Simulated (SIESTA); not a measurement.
Set up this calculation in SIESTA 5.4.2, as the native input.

- Task: band structure
- Functional: PBE
- Potentials or basis: PseudoDojo 0.4 standard (PBE files)
- Basis: DZP (energy shift 0.003 Ry; two zetas on semicore shells)
- Grid cutoff: 800 Ry
- Energy shift: 0.003 Ry
- k mesh: 8 × 8 × 8
- Occupations: fermi-dirac, width 0.05 eV
- Spin: no spin polarisation

Crystal: NbP.

```xyz
4
Lattice="-1.6749 1.6749 5.5105 1.6749 -1.6749 5.5105 1.6749 1.6749 -5.5105" Properties=species:S:1:pos:R:3 pbc="T T T"
Nb    1.6749    0.0000    2.7539
Nb    0.0000    0.0000    5.5092
P     0.0000    1.6749    3.6672
P     0.0000    0.0000    0.9120
```

The cell is a database's computed one.

The cell isn't the ideal one: cell strained along z.

One way to write it, as run:

NbP.fdf

```
SystemName                      NbP
SystemLabel                     NbP
NumberOfSpecies                 2
NumberOfAtoms                   4
%block ChemicalSpeciesLabel
  1  41 Nb
  2  15 P
%endblock ChemicalSpeciesLabel

LatticeConstant                 1.0 Ang
%block LatticeVectors
    -1.6749232544     1.6749232544     5.5105038489
     1.6749232544    -1.6749232544     5.5105038489
     1.6749232544     1.6749232544    -5.5105038489
%endblock LatticeVectors
AtomicCoordinatesFormat         Ang
%block AtomicCoordinatesAndAtomicSpecies
     1.6749232544     0.0000000000     2.7539382203  1
     0.0000000000     0.0000000000     5.5091901448  1
     0.0000000000     1.6749232544     3.6672157346  2
     0.0000000000     0.0000000000     0.9119638101  2
%endblock AtomicCoordinatesAndAtomicSpecies

%block kgrid.MonkhorstPack
    8   0   0  0.0
    0   8   0  0.0
    0   0   8  0.0
%endblock kgrid.MonkhorstPack
XC.Functional                   GGA
XC.Authors                      PBE
PAO.BasisSize                   DZP
PAO.EnergyShift                 0.003 Ry
Mesh.Cutoff                     800 Ry
OccupationFunction              FD
ElectronicTemperature           0.05 eV
MaxSCFIterations                120
SCF.MustConverge                false
SCF.Mixer.Method                Pulay
SCF.Mixer.Weight                0.25
SCF.Mixer.History               8
SCF.DM.Tolerance                5.0e-05
SCF.H.Tolerance                 1.0e-03 eV
WriteForces                     true
Charge.Mulliken                 end
Charge.Hirshfeld                end
Charge.Voronoi                  end
SaveRho                         true
SaveElectrostaticPotential      true
BandLinesScale                  ReciprocalLatticeVectors
%block BandLines
    1    0.000000   0.000000   0.000000  \Gamma
   14    0.000000   0.000000   0.500000  X
    2   -0.046193   0.046193   0.500000  Y
    9   -0.273097   0.273097   0.273097  S
   11    0.000000   0.000000   0.000000  \Gamma
    6    0.500000   0.500000  -0.500000  Z
    9    0.273097   0.726903  -0.273097  S1
    3    0.000000   0.500000   0.000000  N
   10    0.250000   0.250000   0.250000  P
    3    0.500000   0.500000  -0.046193  Y1
   13    0.500000   0.500000  -0.500000  Z
    1    0.000000   0.000000   0.500000  X
    3    0.250000   0.250000   0.250000  P
%endblock BandLines
%block PAO.Basis
  Nb 5
  n=4 0 2
    3.366 0.000
  n=5 0 2
    9.205 0.000
  n=4 1 2
    3.905 0.000
  n=5 1 1
    9.205
  n=4 2 2
    7.356 0.000
%endblock PAO.Basis
```

Potentials or basis: PseudoDojo 0.4 standard (PBE files), DZP (energy shift 0.003 Ry; two zetas on semicore shells).

Launch:

```bash
$ siesta NbP.fdf > NbP.out 2>&1
```

It gave:

```json
{"Pressure": "8.5 GPa", "Largest force": "0.369 eV/Å", "Band gap on the k mesh": "none (metal or under the smearing width)", "Hirshfeld charges": "Nb +0.24; P -0.24 e", "Voronoi charges": "Nb +0.33; P -0.33 e"}
```

Caveat: Mulliken charges of long-ranged orbitals can have an unphysical sign; the basis of atomic orbitals isn't converged, which shifts pressures, moduli and gaps.

Run time: 3 min on 1 thread of AMD EPYC 9R45 96-Core Processor (Zen 5), on a shared host, peak memory 0.85 GiB.
